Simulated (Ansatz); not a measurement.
# Local environments in bare Al-Cu alloy nanowire along [110] (38 atoms)

The cell holds 38 atoms: 19 Cu and 19 Al. Cell: a = 17.100 Å, b = 20.455 Å, c = 5.287 Å, α = 90.0°, β = 90.0°, γ = 90.0°. It derives from Al and Cu (fcc). Hexagon section of size parameter 5.53 Å cut from fcc Al (a = 4.05 Å) along [110], 2 periods, 9 Å of vacuum, 19 atoms Cu at random; minimised with a classical potential (one cell length free). Vacuum lies along a and b. The structure repeats along c.

Computed with Ansatz 0.2.0: Kohn-Sham DFT, PBE, PAW (set soft_2), plane waves; cutoff 420 eV, k-mesh 1×1×4, fermi-dirac smearing of 0.1 eV. Geometry: the geometry as built.

The whole cell was solved; only parts of it are printed.

Local excerpt of 45 atoms (numbers count through the whole input) about Cu36, which has 8 bonded neighbours where the commonest count for Cu is 12; x, y, z are measured from there.

```
atom      x      y      z  distance (Å)  bonds     Fx     Fy  Fz (eV/Å)
Cu36   0.00   0.00   0.00          0.00      8  -0.43  -0.09       0.07
Al38   0.01   2.61   0.10          2.61      7   0.06   0.04      -0.30
Al35   0.16   0.06  -2.62          2.63      8   0.16   0.09       0.11
Al20  -1.88  -1.32  -1.32          2.65     12  -0.18   0.38       0.13
Al35   0.16   0.06   2.66          2.67      8   0.16   0.09       0.11
Cu24  -1.97   1.30  -1.26          2.67     12   0.15  -0.25      -0.02
Al22  -1.87  -1.38   1.33          2.68     12  -0.11   0.26      -0.07
Al34   0.14  -2.71   0.00          2.71      7   0.07   0.03      -0.07
Al26  -1.94   1.32   1.38          2.73     12  -0.50  -0.27       0.09
Cu37  -0.13   2.63  -2.49          3.63      7  -0.32  -0.10      -0.27
Al33   0.15  -2.72  -2.63          3.79      7   0.07  -0.24       0.06
Al33   0.15  -2.72   2.66          3.81      7   0.07  -0.24       0.06
Cu25  -3.81  -0.02   0.05          3.81     12   0.08  -0.24      -0.07
Cu37  -0.13   2.63   2.79          3.84      7  -0.32  -0.10      -0.27
Cu28  -2.01   3.83  -1.23          4.50      9   0.12   0.44       0.10
Al26  -1.94   1.32  -3.90          4.56     12  -0.50  -0.27       0.09
Al22  -1.87  -1.38  -3.95          4.58     12  -0.11   0.26      -0.07
Al20  -1.88  -1.32   3.97          4.59     12  -0.18   0.38       0.13
Cu29  -3.82   2.60   0.08          4.62     12   0.11  -0.19       0.12
Cu23  -3.81   0.00  -2.62          4.63     12   0.28  -0.18       0.07
Cu16  -1.92  -4.00  -1.32          4.63      9  -0.07   0.20       0.11
Cu23  -3.81   0.00   2.67          4.65     12   0.28  -0.18       0.07
Al30  -1.90   4.03   1.41          4.67      9   0.25   0.03       0.20
Cu24  -1.97   1.30   4.03          4.67     12   0.15  -0.25      -0.02
Al21  -3.86  -2.74   0.02          4.74     12  -0.07   0.37       0.02
Al18  -1.84  -4.20   1.32          4.78      9  -0.11  -0.09       0.20
Cu27  -3.81   2.61  -2.57          5.28     12  -0.02  -0.14      -0.11
Cu36   0.00   0.00  -5.29          5.29      8  -0.43  -0.09       0.07
Cu36   0.00   0.00   5.29          5.29      8  -0.43  -0.09       0.07
Cu27  -3.81   2.61   2.72          5.36     12  -0.02  -0.14      -0.11
Al19  -3.86  -2.68  -2.64          5.40     12  -0.13  -0.40      -0.03
Al19  -3.86  -2.68   2.65          5.40     12  -0.13  -0.40      -0.03
Al38   0.01   2.61  -5.19          5.81      7   0.06   0.04      -0.30
Al30  -1.90   4.03  -3.88          5.90      9   0.25   0.03       0.20
Cu28  -2.01   3.83   4.06          5.93      9   0.12   0.44       0.10
Al34   0.14  -2.71   5.29          5.94      7   0.07   0.03      -0.07
Al34   0.14  -2.71  -5.29          5.94      7   0.07   0.03      -0.07
Cu10  -5.65   1.26   1.37          5.94     12  -0.23  -0.02       0.10
Cu16  -1.92  -4.00   3.96          5.95      9  -0.07   0.20       0.11
 Al8  -5.67   1.32  -1.28          5.96     12   0.41   0.41       0.17
Al38   0.01   2.61   5.38          5.98      7   0.06   0.04      -0.30
 Cu6  -5.70  -1.28   1.34          5.99     12  -0.07  -0.14       0.04
 Al4  -5.72  -1.32  -1.30          6.01     12  -0.29  -0.37      -0.04
Al18  -1.84  -4.20  -3.96          6.06      9  -0.11  -0.09       0.20
Cu25  -3.81  -0.02  -5.24          6.47     12   0.08  -0.24      -0.07
```

The surroundings of Al8, which bears the longest force, nearest first, numbered as they follow in the input and with coordinates relative to it.

```
atom      x      y      z  distance (Å)  bonds     Fx     Fy  Fz (eV/Å)
 Al8   0.00   0.00   0.00          0.00     12   0.41   0.41       0.17
Cu12  -0.01   2.58   0.06          2.58      9  -0.05  -0.05      -0.10
Cu27   1.86   1.29  -1.29          2.60     12  -0.02  -0.14      -0.11
Cu13  -1.81   1.27   1.40          2.61      7   0.30  -0.09      -0.14
Cu29   1.85   1.28   1.35          2.62     12   0.11  -0.19       0.12
 Al4  -0.05  -2.64  -0.02          2.64     12  -0.29  -0.37      -0.04
Cu10   0.02  -0.06  -2.64          2.64     12  -0.23  -0.02       0.10
Cu23   1.86  -1.32  -1.35          2.64     12   0.28  -0.18       0.07
Cu25   1.86  -1.33   1.33          2.65     12   0.08  -0.24      -0.07
Cu10   0.02  -0.06   2.65          2.65     12  -0.23  -0.02       0.10
Al11  -1.94   1.36  -1.28          2.69      7   0.23   0.47      -0.13
 Al9  -2.06  -1.34   1.30          2.79      8  -0.09  -0.06      -0.09
 Al7  -2.06  -1.32  -1.37          2.80      8  -0.07  -0.30       0.08
Cu14   0.03   2.48  -2.60          3.59      9   0.00   0.28       0.08
Cu14   0.03   2.48   2.69          3.66      9   0.00   0.28       0.08
 Cu6  -0.03  -2.60   2.61          3.69     12  -0.07  -0.14       0.04
Cu24   3.70  -0.02   0.02          3.70     12   0.15  -0.25      -0.02
 Cu6  -0.03  -2.60  -2.67          3.73     12  -0.07  -0.14       0.04
Cu28   3.66   2.52   0.05          4.44      9   0.12   0.44       0.10
Cu13  -1.81   1.27  -3.89          4.48      7   0.30  -0.09      -0.14
Al31   1.78   3.95  -1.26          4.52      7  -0.27  -0.19       0.04
Cu29   1.85   1.28  -3.94          4.53     12   0.11  -0.19       0.12
 Cu5  -1.80  -3.96   1.33          4.55      7   0.26   0.20      -0.22
Al32   1.78   3.95   1.37          4.55      7  -0.24  -0.13      -0.08
 Cu3  -1.81  -3.94  -1.37          4.55      7   0.32   0.19       0.21
Cu23   1.86  -1.32   3.94          4.55     12   0.28  -0.18       0.07
Al26   3.73   0.01  -2.63          4.56     12  -0.50  -0.27       0.09
Cu25   1.86  -1.33  -3.96          4.58     12   0.08  -0.24      -0.07
Al26   3.73   0.01   2.66          4.58     12  -0.50  -0.27       0.09
Cu27   1.86   1.29   4.00          4.59     12  -0.02  -0.14      -0.11
Al19   1.81  -4.00  -1.37          4.60     12  -0.13  -0.40      -0.03
Al20   3.79  -2.63  -0.04          4.61     12  -0.18   0.38       0.13
 Al7  -2.06  -1.32   3.92          4.62      8  -0.07  -0.30       0.08
Al21   1.81  -4.06   1.29          4.62     12  -0.07   0.37       0.02
Al11  -1.94   1.36   4.01          4.65      7   0.23   0.47      -0.13
 Al9  -2.06  -1.34  -3.98          4.68      8  -0.09  -0.06      -0.09
 Al8   0.00   0.00  -5.29          5.29     12   0.41   0.41       0.17
 Al8   0.00   0.00   5.29          5.29     12   0.41   0.41       0.17
Al30   3.77   2.71  -2.60          5.32      9   0.25   0.03       0.20
 Cu1  -0.12  -5.33  -0.03          5.33      9   0.25   0.17       0.06
Al22   3.80  -2.69   2.61          5.34     12  -0.11   0.26      -0.07
Al30   3.77   2.71   2.68          5.36      9   0.25   0.03       0.20
Al22   3.80  -2.69  -2.68          5.38     12  -0.11   0.26      -0.07
Cu37   5.54   1.32  -1.22          5.83      7  -0.32  -0.10      -0.27
Cu12  -0.01   2.58  -5.23          5.83      9  -0.05  -0.05      -0.10
 Cu3  -1.81  -3.94   3.91          5.84      7   0.32   0.19       0.21
```

A closer look about Cu13, picked at random: 22 atoms, nearest first, numbered in the order of the input, with positions taken from that point.

```
atom      x      y      z  distance (Å)  bonds     Fx     Fy  Fz (eV/Å)
Cu13   0.00   0.00   0.00          0.00      7   0.30  -0.09      -0.14
Cu14   1.84   1.20   1.29          2.55      9   0.00   0.28       0.08
Cu10   1.83  -1.33   1.25          2.59     12  -0.23  -0.02       0.10
Cu12   1.80   1.30  -1.34          2.59      9  -0.05  -0.05      -0.10
 Al8   1.81  -1.27  -1.40          2.61     12   0.41   0.41       0.17
Al11  -0.13   0.08   2.61          2.62      7   0.23   0.47      -0.13
 Al9  -0.26  -2.61  -0.09          2.63      8  -0.09  -0.06      -0.09
Al11  -0.13   0.08  -2.67          2.68      7   0.23   0.47      -0.13
 Al7  -0.25  -2.59   2.52          3.63      8  -0.07  -0.30       0.08
Cu29   3.65   0.01  -0.05          3.66     12   0.11  -0.19       0.12
 Al7  -0.25  -2.59  -2.77          3.80      8  -0.07  -0.30       0.08
 Cu6   1.78  -3.87   1.22          4.43     12  -0.07  -0.14       0.04
 Al8   1.81  -1.27   3.89          4.48     12   0.41   0.41       0.17
Al32   3.59   2.68  -0.03          4.48      7  -0.24  -0.13      -0.08
Cu27   3.67   0.02   2.60          4.49     12  -0.02  -0.14      -0.11
Cu25   3.67  -2.61  -0.07          4.50     12   0.08  -0.24      -0.07
 Al4   1.76  -3.91  -1.42          4.51     12  -0.29  -0.37      -0.04
Cu12   1.80   1.30   3.95          4.53      9  -0.05  -0.05      -0.10
Cu27   3.67   0.02  -2.69          4.54     12  -0.02  -0.14      -0.11
Cu14   1.84   1.20  -3.99          4.56      9   0.00   0.28       0.08
Cu10   1.83  -1.33  -4.04          4.63     12  -0.23  -0.02       0.10
Cu23   3.67  -2.59   2.55          5.16     12   0.28  -0.18       0.07
```

Neighbours are counted within 3.18 Å (Al-Al), 3.18 Å (Al-Cu), 3.18 Å (Cu-Cu).

Length of the force by element and coordination:

```
element  coordination  atoms  mean length of the force (eV/Å)  spread   least   most
     Al           all     19                            0.347   0.133  0.0992  0.605
     Al             7      7                            0.312   0.122  0.0992  0.541
     Al             8      3                            0.222  0.0713   0.141  0.315
     Al             9      2                            0.282  0.0403   0.242  0.323
     Al            12      7                            0.454  0.0997   0.297  0.605
     Cu           all     19                            0.306  0.0929   0.125  0.467
     Cu             7      5                            0.380   0.047   0.308  0.431
     Cu             8      1                            0.442       0   0.442  0.442
     Cu             9      6                            0.289   0.101   0.125  0.467
     Cu            12      7                            0.249  0.0547   0.166  0.337
```

The cell is under 6 Å thick along one periodic direction, so every atom has periodic images of itself close by, which move with it and show among its neighbours and in g(r).

[Long decimals in the printed logs are rounded to 6 places.]

[Logs are printed without paths, hosts, clocks, repeated set-up lines and the standing remarks that a program may print on its own settings, such as how far it seeks lower states.]

[Hosts, paths, dates, database ids (printed as entryN), source tags and the programs' standing remarks are cut or masked in the printed files.]
